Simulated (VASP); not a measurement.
# AlB2H2 (Cmmm) in VASP: equation of state

Aim: energy against volume of AlB2H2 in PBE, for its equilibrium volume and stiffness.

Program: VASP 6.6.1. These are calculated values, not measurements. Logs are shortened: lines on timing, memory, paths and dates and some standing lists are left out, and cuts for length are marked.

### Step 1. The crystal as given

It takes space group Cmmm (No. 65, orthorhombic). Conventional cell: a = 3.195 Å, b = 4.834 Å, c = 4.874 Å, α = 90.00°, β = 90.00°, γ = 90.00°. Al (site symmetry mmm) has 4 B at 2.28 Å as nearest neighbours. B (site symmetry mm2) has 1 B at 1.62 Å and 4 H at 1.66 Å as nearest neighbours. H (site symmetry 2/m) has 2 H at 1.60 Å and 4 B at 1.66 Å as nearest neighbours.

The cell was built by a generator and needn't be a form met in nature.

### Step 2. Equation of state, PBE, 7.08 Å³/atom (volume scaled by 0.94)

Input file INCAR:

```
PREC = Accurate
ENCUT = 520
EDIFF = 1E-7
ISMEAR = -1
SIGMA = 0.05
LREAL = False
LASPH = True
NELM = 60
ALGO = Normal
ISIF = 2
LWAVE = False
LCHARG = False
GGA = PE
NBANDS = 14
```

Input file KPOINTS:

```
regular mesh
0
Gamma
  10 10 6
```

Input file POSCAR:

```
AlB2H2
1.0
    1.5647712583     -2.3678065627      0.0000000000
    1.5647712583      2.3678065627      0.0000000000
    0.0000000000      0.0000000000      4.7744733063
Al B H
1 2 2
Direct
    0.5000000000      0.5000000000      0.0000000000
    0.0000000000      0.0000000000      0.6665700000
    0.0000000000      0.0000000000      0.3334300000
    0.0000000000      0.5000000000      0.5000000000
    0.5000000000      0.0000000000      0.5000000000
```

Potentials or basis: VASP PAW PBE potentials, release 64 (Al, B, H).

Run with:

```console
$ cat potpaw_PBE.64/Al/POTCAR potpaw_PBE.64/B/POTCAR potpaw_PBE.64/H/POTCAR > POTCAR
$ mpirun -np 1 vasp_std > vasp.out
```

OUTCAR:

```text
PREC = Accurate
   ENCUT = 520
   EDIFF = 1E-7
   ISMEAR = -1
   LREAL = False
   LASPH = True
   NELM = 60
   ISIF = 2
   GGA = PE

 Found    124 irreducible k-points:

 Following reciprocal coordinates:
            Coordinates               Weight
  0.000000  0.000000  0.000000      1.000000
  0.100000 -0.000000  0.000000      4.000000
  0.200000 -0.000000  0.000000      4.000000
  0.300000  0.000000  0.000000      4.000000
  0.400000 -0.000000  0.000000      4.000000
  0.500000 -0.000000  0.000000      2.000000
   k-points           NKPTS =    124   k-points in BZ     NKDIM =    124   number of bands    NBANDS=     14
   number of dos      NEDOS =    301   number of ions     NIONS =      5
   total plane-waves  NPLWV =  20736
   dimension x,y,z NGX =    24 NGY =   24 NGZ =   36
   dimension x,y,z NGXF=    48 NGYF=   48 NGZF=   72
   ions per type =               1   2   2
   NGX,Y,Z   is equivalent  to a cutoff of  14.06, 14.06, 12.54 a.u.
   NGXF,Y,Z  is equivalent  to a cutoff of  28.12, 28.12, 25.07 a.u.
 SYSTEM =  unknown system
   PREC   = accura    normal or accurate (medium, high low for compatibility)
   ISTART =      0    job   : 0-new  1-cont  2-samecut
   ICHARG =      2    charge: 1-file 2-atom 10-const
   ISPIN  =      1    spin polarized calculation?
   LNONCOLLINEAR =      F non collinear calculations
   LSORBIT =      F    spin-orbit coupling
   LASPH  =      T    aspherical Exc in radial PAW
   ENCUT  =  520.0 eV  38.22 Ry    6.18 a.u.   5.28  5.28  8.88*2*pi/ulx,y,z
   NELM   =     60;   NELMIN=  2; NELMDL= -5     # of ELM steps
   EDIFF  = 0.1E-06   stopping-criterion for ELM
   LREAL  =      F    real-space projection
   EDIFFG = 0.1E-05   stopping-criterion for IOM
   NSW    =      0    number of steps for IOM
   IBRION =     -1    ionic relax: 0-MD 1-quasi-New 2-CG
   NFREE  =      0    steps in history (QN), initial steepest desc. (CG)
   ISIF   =      2    stress and relaxation
   ISYM   =      2    0-nonsym 1-usesym 2-fastsym
   POTIM  = 0.5000    time-step for ionic-motion
   TEBEG  =    0.0;   TEEND  =   0.0 temperature during run
   PSTRESS=    0.0 pullay stress
   NELECT =      11.0000    total number of electrons
   NUPDOWN=      -1.0000    fix difference up-down
   EMIN   =  10.00;   EMAX   =-10.00  energy-range for DOS
   EFERMI =   0.00;   METHOD = LEGACY
   ISMEAR =    -1;   SIGMA  =   0.05  broadening in eV -4-tet -1-fermi 0-gaus
   EFERMI_NEDOS =   21; number of points for ismear=-14 and -15
   IALGO  =     38    algorithm
   IMIX   =      4    mixing-type and parameters
     AMIX     =   0.40;   BMIX     =  1.00
     AMIX_MAG =   1.60;   BMIX_MAG =  1.00
  volume/ion in A,a.u.               =       7.08        47.75
  Fermi-wavevector in a.u.,A,eV,Ry     =   1.109060  2.095819 16.735345  1.230013
  Thomas-Fermi vector in A             =   2.245594
   LORBIT       =      0    0 simple, 1 ext, 2 COOP (PROOUT), +10 PAW based schemes
   GGA     = PE    functional components
   LHFCALC =     F    Hartree Fock is set to
   AEXX    =    0.0000 exact exchange contribution
   IVDW    =     0    specifies the selected vdW correction
   LEPSILON=     F    determine dielectric tensor
   LRPA    =     F    only Hartree local field effects (RPA)
 non-spin polarized calculation
  energy-cutoff  :      520.00
  volume of cell :       35.38
 maximum number of plane-waves:       969
 NGX is ok and might be reduce to    24
   NGX = 11   NGY = 11   NGZ = 17

 number of electron      10.9999999 magnetization

 Free energy of the ion-electron system (eV)
  ---------------------------------------------------
  ext. energy  EPLUGINS =         0.00000000
  ---------------------------------------------------
  free energy    TOTEN  =       -19.74129368 eV

  energy without entropy =      -19.73401635  energy(sigma->0) =      -19.73765501

 E-fermi :   6.7871     XC(G=0): -11.1286

 val. band max:        6.7744389771   @ k =   0.5000   0.3000   0.0000
 cond. band min:       6.8055808188   @ k =   0.1000   0.1000   0.5000
 fundamental gap:      0.0311418417
 Fermi energy:         6.7870992809

 k-point     1 :       0.0000    0.0000    0.0000
  band No.  band energies     occupation
      1      -8.4426      2.00000
      2      -1.9964      2.00000
      3      -0.3430      2.00000
      4       8.0147      0.00000
      5       8.7098      0.00000
      6       9.4770      0.00000
      7      12.1582      0.00000
      8      12.6028      0.00000
      9      14.4258      0.00000
     10      14.8645      0.00000
     11      17.1656      0.00000
     12      17.2077      0.00000
     13      17.9224      0.00000
     14      18.5127      0.00000

 k-point     2 :       0.1000   -0.0000    0.0000
  band No.  band energies     occupation
      1      -8.2546      2.00000
      2      -1.8031      2.00000
      3      -0.1636      2.00000
      4       6.2088      1.99998
      5       8.0200      0.00000
      6      10.7739      0.00000
      7      11.9624      0.00000
      8      12.3829      0.00000
      9      13.9905      0.00000
     10      15.1625      0.00000
     11      15.5719      0.00000
     12      17.3963      0.00000
     13      17.4488      0.00000
     14      18.7835      0.00000

 k-point     3 :       0.2000   -0.0000    0.0000
  band No.  band energies     occupation
      1      -7.6939      2.00000
      2      -1.2380      2.00000
      3       0.3728      2.00000
      4       3.4842      2.00000
      5       7.4934      0.00000
      6      10.2351      0.00000
      7      10.8209      0.00000
      8      11.3523      0.00000
      9      13.3954      0.00000
     10      14.1635      0.00000
     11      16.9253      0.00000
     12      17.6495      0.00000
     13      17.8534      0.00000
     14      19.3098      0.00000

 k-point     4 :       0.3000    0.0000    0.0000
  band No.  band energies     occupation
      1      -6.7731      2.00000
      2      -0.4228      2.00000
      3       1.0137      2.00000
      4       1.2593      2.00000
      5       6.8276      0.61558
      6       8.1136      0.00000
      7       9.0188      0.00000
      8      10.5821      0.00000
      9      12.9389      0.00000
     10      13.8574      0.00000
     11      17.7499      0.00000
     12      18.0159      0.00000
     13      19.2196      0.00000
     14      20.0098      0.00000

 k-point     5 :       0.4000   -0.0000    0.0000
  band No.  band energies     occupation
      1      -5.5437      2.00000
      2      -1.4842      2.00000
      3       0.9593      2.00000
      4       2.4709      2.00000
      5       5.7135      2.00000
      6       6.0569      2.00000
      7       7.7307      0.00000
      8      10.1231      0.00000
      9      12.6438      0.00000
     10      13.7174      0.00000
     11      17.8919      0.00000
     12      18.1436      0.00000
     13      19.5982      0.00000
     14      20.6488      0.00000

 k-point     6 :       0.5000   -0.0000    0.0000
  band No.  band energies     occupation
      1      -4.5423      2.00000
      2      -2.7961      2.00000
      3       1.6397      2.00000
      4       3.6219      2.00000
      5       4.6108      2.00000
      6       4.8578      2.00000
      7       7.4340      0.00000
      8       9.9486      0.00000
      9      12.5414      0.00000
     10      13.6689      0.00000
     11      17.8015      0.00000
     12      18.1885      0.00000
     13      19.9530      0.00000
     14      20.6253      0.00000

 [... further k-points ...]

------------------------ aborting loop because EDIFF is reached ----------------------------------------

  FORCE on cell =-STRESS in cart. coord.  units (eV):
  Direction    XX          YY          ZZ          XY          YZ          ZX
  --------------------------------------------------------------------------------------
  -------------------------------------------------------------------------------------
  Total        2.0498931      1.0707135      2.7022626      0.0000000      0.0000000      0.0000000
  in kB       92.8301922     48.4876712    122.3729933      0.0000000      0.0000000      0.0000000
  external PRESSURE =      87.8969522 kB  Pullay stress =       0.0000000 kB

 VOLUME and BASIS-vectors are now :
 -----------------------------------------------------------------------------
  energy-cutoff  :      520.00
  volume of cell :       35.38
      direct lattice vectors                 reciprocal lattice vectors
     1.564771258 -2.367806563  0.000000000     0.319535521 -0.211165898  0.000000000
     1.564771258  2.367806563  0.000000000     0.319535521  0.211165898  0.000000000
     0.000000000  0.000000000  4.774473306     0.000000000  0.000000000  0.209447186

 POSITION                                       TOTAL-FORCE (eV/Angst)
 -----------------------------------------------------------------------------------
      1.56477      0.00000      0.00000        -0.000000      0.000000      0.000000
      0.00000      0.00000      3.18252         0.000000      0.000000      0.262472
      0.00000      0.00000      1.59195        -0.000000      0.000000     -0.262472
      0.78239      1.18390      2.38724        -0.000000     -0.000000      0.000000
      0.78239     -1.18390      2.38724        -0.000000     -0.000000      0.000000
 -----------------------------------------------------------------------------------
    total drift:                                0.000000      0.000000      0.000000

  FREE ENERGIE OF THE ION-ELECTRON SYSTEM (eV)
  ---------------------------------------------------
  free  energy   TOTEN  =       -19.7412936755 eV

  energy  without entropy=      -19.7340163461  energy(sigma->0) =      -19.73765501
```

Wall time 58 s (1 thread of Intel Xeon Platinum 8375C at 2.90GHz (Ice Lake), shared host); peak memory 0.18 GiB.

What came out:

```
Free energy            : -19.7413 eV
Pressure               : 8.8 GPa
Largest force          : 0.262 eV/Å
Band gap on the k mesh : none (metal or under the smearing width)
```

### Step 3. Equation of state, PBE, 7.23 Å³/atom (volume scaled by 0.96)

Input file INCAR:

```
SYSTEM = AlB2H2
PREC = Accurate ; ENCUT = 520
EDIFF = 1E-7 ; ISMEAR = -1
SIGMA = 0.05 ; LREAL = .False.
LASPH = .True. ; NELM = 60
ALGO = Normal ; ISIF = 2
LWAVE = .False. ; LCHARG = .False.
GGA = PE ; NBANDS = 14
```

Input file KPOINTS:

```
regular mesh
0
Gamma
  10 10 6
  0 0 0
```

POSCAR: that of step 2 with these lines changed.

```diff
@@ -2,5 +2,5 @@
 1.0
-    1.5647712583     -2.3678065627      0.0000000000
-    1.5647712583      2.3678065627      0.0000000000
-    0.0000000000      0.0000000000      4.7744733063
+    1.5757911373     -2.3844818062      0.0000000000
+    1.5757911373      2.3844818062      0.0000000000
+    0.0000000000      0.0000000000      4.8080974656
 Al B H
```

Potentials or basis: VASP PAW PBE potentials, release 64 (Al, B, H).

Run with:

```console
$ cat potpaw_PBE.64/Al/POTCAR potpaw_PBE.64/B/POTCAR potpaw_PBE.64/H/POTCAR > POTCAR
$ mpirun -np 1 vasp_std > vasp.out
```

Wall time 40 s (1 thread of Intel Xeon Platinum 8375C at 2.90GHz (Ice Lake), shared host); peak memory 0.19 GiB.

The run converged. Its results:

```
Free energy            : -19.7755 eV
Pressure               : 5.5 GPa
Largest force          : 0.127 eV/Å
Band gap on the k mesh : none (metal or under the smearing width)
```

### Step 4. Equation of state, PBE, 7.38 Å³/atom (volume scaled by 0.98)

Input file INCAR:

```
SYSTEM = AlB2H2
PREC = Accurate
ENCUT = 520
EDIFF = 1E-7
ISMEAR = -1
SIGMA = 0.05
LREAL = .False.
LASPH = .True.
NELM = 60
ALGO = Normal
ISIF = 2
LWAVE = .False.
LCHARG = .False.
GGA = PE
NBANDS = 14
```

KPOINTS is that of step 3.

POSCAR: that of step 3 with these lines changed.

```diff
@@ -2,5 +2,5 @@
 1.0
-    1.5757911373     -2.3844818062      0.0000000000
-    1.5757911373      2.3844818062      0.0000000000
-    0.0000000000      0.0000000000      4.8080974656
+    1.5866590058     -2.4009270280      0.0000000000
+    1.5866590058      2.4009270280      0.0000000000
+    0.0000000000      0.0000000000      4.8412578063
 Al B H
```

Potentials or basis: VASP PAW PBE potentials, release 64 (Al, B, H).

Run with:

```console
$ cat potpaw_PBE.64/Al/POTCAR potpaw_PBE.64/B/POTCAR potpaw_PBE.64/H/POTCAR > POTCAR
$ mpirun -np 1 vasp_std > vasp.out
```

OUTCAR:

```text
SYSTEM = AlB2H2
   PREC = Accurate
   ENCUT = 520
   EDIFF = 1E-7
   ISMEAR = -1
   LREAL = .False.
   LASPH = .True.
   NELM = 60
   ISIF = 2
   GGA = PE

 Found    124 irreducible k-points:

 Following reciprocal coordinates:
            Coordinates               Weight
  0.000000  0.000000  0.000000      1.000000
  0.100000  0.000000  0.000000      4.000000
  0.200000  0.000000  0.000000      4.000000
[... 184 lines left out ...]
  Direction    XX          YY          ZZ          XY          YZ          ZX
  --------------------------------------------------------------------------------------
  -------------------------------------------------------------------------------------
  Total        0.8507042      0.0845185      0.8070268     -0.0000000      0.0000000      0.0000000
  in kB       36.9520359      3.6712296     35.0548214     -0.0000000      0.0000000      0.0000000
  external PRESSURE =      25.2260290 kB  Pullay stress =       0.0000000 kB

 VOLUME and BASIS-vectors are now :
 -----------------------------------------------------------------------------
  energy-cutoff  :      520.00
  volume of cell :       36.89
      direct lattice vectors                 reciprocal lattice vectors
     1.586659006 -2.400927028  0.000000000     0.315127572 -0.208252893  0.000000000
     1.586659006  2.400927028  0.000000000     0.315127572  0.208252893  0.000000000
     0.000000000  0.000000000  4.841257806     0.000000000  0.000000000  0.206557891

 POSITION                                       TOTAL-FORCE (eV/Angst)
 -----------------------------------------------------------------------------------
      1.58666      0.00000      0.00000        -0.000000     -0.000000      0.000000
      0.00000      0.00000      3.22704        -0.000000     -0.000000     -0.000940
      0.00000      0.00000      1.61422         0.000000     -0.000000      0.000940
      0.79333      1.20046      2.42063        -0.000000      0.000000      0.000000
      0.79333     -1.20046      2.42063        -0.000000     -0.000000      0.000000
 -----------------------------------------------------------------------------------
    total drift:                                0.000000      0.000000      0.000000

  FREE ENERGIE OF THE ION-ELECTRON SYSTEM (eV)
  ---------------------------------------------------
  free  energy   TOTEN  =       -19.7950201667 eV

  energy  without entropy=      -19.7873968870  energy(sigma->0) =      -19.79120853
```

Wall time 70 s (1 thread of Intel Xeon Platinum 8375C at 2.90GHz (Ice Lake), shared host); peak memory 0.19 GiB.

What came out:

```yaml
Free_energy: -19.7950 eV
Pressure: 2.5 GPa
Band_gap_on_the_k_mesh: none (metal or under the smearing width)
```

### Step 5. Equation of state, PBE, 7.68 Å³/atom (volume scaled by 1.02)

Input file INCAR:

```
PREC = Accurate ; ENCUT = 520
EDIFF = 1E-7 ; ISMEAR = -1
SIGMA = 0.05 ; LREAL = False
LASPH = True ; NELM = 80
ALGO = Normal ; ISIF = 2
LWAVE = False ; LCHARG = False
GGA = PE ; NBANDS = 14
```

Input file KPOINTS:

```
regular mesh
0
Gamma
  10 10 6
```

POSCAR: that of step 4 with these lines changed.

```diff
@@ -2,5 +2,5 @@
 1.0
-    1.5866590058     -2.4009270280      0.0000000000
-    1.5866590058      2.4009270280      0.0000000000
-    0.0000000000      0.0000000000      4.8412578063
+    1.6079589838     -2.4331580824      0.0000000000
+    1.6079589838      2.4331580824      0.0000000000
+    0.0000000000      0.0000000000      4.9062488877
 Al B H
```

Run with:

```console
$ cat potpaw_PBE.64/Al/POTCAR potpaw_PBE.64/B/POTCAR potpaw_PBE.64/H/POTCAR > POTCAR
$ mpirun -np 1 vasp_std > vasp.out
```

Run time: 62 s. Hardware: 1 thread of Intel Xeon Platinum 8375C at 2.90GHz (Ice Lake), shared host; peak memory 0.19 GiB.

Results (log left out):

* Free energy: -19.7951 eV
* Pressure: -2.7 GPa
* Largest force: 0.237 eV/Å
* Band gap on the k mesh: none (metal or under the smearing width)

### Step 6. Equation of state, PBE, 7.83 Å³/atom (volume scaled by 1.04)

Input file INCAR:

```
SYSTEM = AlB2H2
PREC = Accurate ; ENCUT = 520
EDIFF = 1E-7 ; ISMEAR = -1
SIGMA = 0.05 ; LREAL = .FALSE.
LASPH = .TRUE. ; NELM = 80
ALGO = Normal ; ISIF = 2
LWAVE = .FALSE. ; LCHARG = .FALSE.
GGA = PE ; NBANDS = 14
```

Input file KPOINTS:

```
Automatic mesh
0
G
  10 10 6
  0 0 0
```

POSCAR: that of step 5 with these lines changed.

```diff
@@ -2,5 +2,5 @@
 1.0
-    1.6079589838     -2.4331580824      0.0000000000
-    1.6079589838      2.4331580824      0.0000000000
-    0.0000000000      0.0000000000      4.9062488877
+    1.6184005685     -2.4489582529      0.0000000000
+    1.6184005685      2.4489582529      0.0000000000
+    0.0000000000      0.0000000000      4.9381085394
 Al B H
```

Potentials or basis: VASP PAW PBE potentials, release 64 (Al, B, H).

Run with:

```console
$ cat potpaw_PBE.64/Al/POTCAR potpaw_PBE.64/B/POTCAR potpaw_PBE.64/H/POTCAR > POTCAR
$ mpirun -np 1 vasp_std > vasp.out
```

It took 47 s on 1 thread of Intel Xeon Platinum 8375C at 2.90GHz (Ice Lake), shared host; peak memory 0.19 GiB.

It converged, with:

```yaml
Free_energy: -19.7780 eV
Pressure: -4.9 GPa
Largest_force: 0.347 eV/Å
Band_gap_on_the_k_mesh: none (metal or under the smearing width)
```

### Step 7. Equation of state, PBE, 7.98 Å³/atom (volume scaled by 1.06)

Input file INCAR:

```
  PREC = Accurate
  ENCUT = 520
  EDIFF = 1E-7
  ISMEAR = -1
  SIGMA = 0.05
  LREAL = F
  LASPH = T
  NELM = 80
  ALGO = Normal
  ISIF = 2
  LWAVE = F
  LCHARG = F
  GGA = PE
  NBANDS = 14
```

Input file KPOINTS:

```
Automatic mesh
0
Gamma
  10 10 6
```

POSCAR: that of step 6 with these lines changed.

```diff
@@ -2,5 +2,5 @@
 1.0
-    1.6184005685     -2.4489582529      0.0000000000
-    1.6184005685      2.4489582529      0.0000000000
-    0.0000000000      0.0000000000      4.9381085394
+    1.6287091303     -2.4645571337      0.0000000000
+    1.6287091303      2.4645571337      0.0000000000
+    0.0000000000      0.0000000000      4.9695623081
 Al B H
```

Run with:

```console
$ cat potpaw_PBE.64/Al/POTCAR potpaw_PBE.64/B/POTCAR potpaw_PBE.64/H/POTCAR > POTCAR
$ mpirun -np 1 vasp_std > vasp.out
```

Wall time 69 s (1 thread of Intel Xeon Platinum 8375C at 2.90GHz (Ice Lake), shared host); peak memory 0.2 GiB.

Results (log left out):

- Free energy: -19.7507 eV
- Pressure: -7.0 GPa
- Largest force: 0.453 eV/Å
- Band gap on the k mesh: none (metal or under the smearing width)

### Step 8. Equation of state, PBE

Potentials or basis: VASP PAW PBE potentials, release 64 (Al, B, H).

No new run: the results of the series are fitted here.

What came out:

* Equilibrium volume: 7.53 Å³/atom
* Bulk modulus at fixed shape and positions: 130 GPa
* Pressure derivative of the bulk modulus: 3.7

Energy against volume, from the lowest point:
| volume (Å³/atom) | energy (meV/atom) |
| --- | --- |
| 7.076 | 11.98 |
| 7.226 | 5.13 |
| 7.377 | 1.23 |
| 7.528 | 0.00 |
| 7.678 | 1.21 |
| 7.829 | 4.64 |
| 7.979 | 10.09 |

Caveat: the cell was scaled at fixed shape and fractional positions, which overstates the stiffness of a crystal with free parameters, most of all of layers and chains.
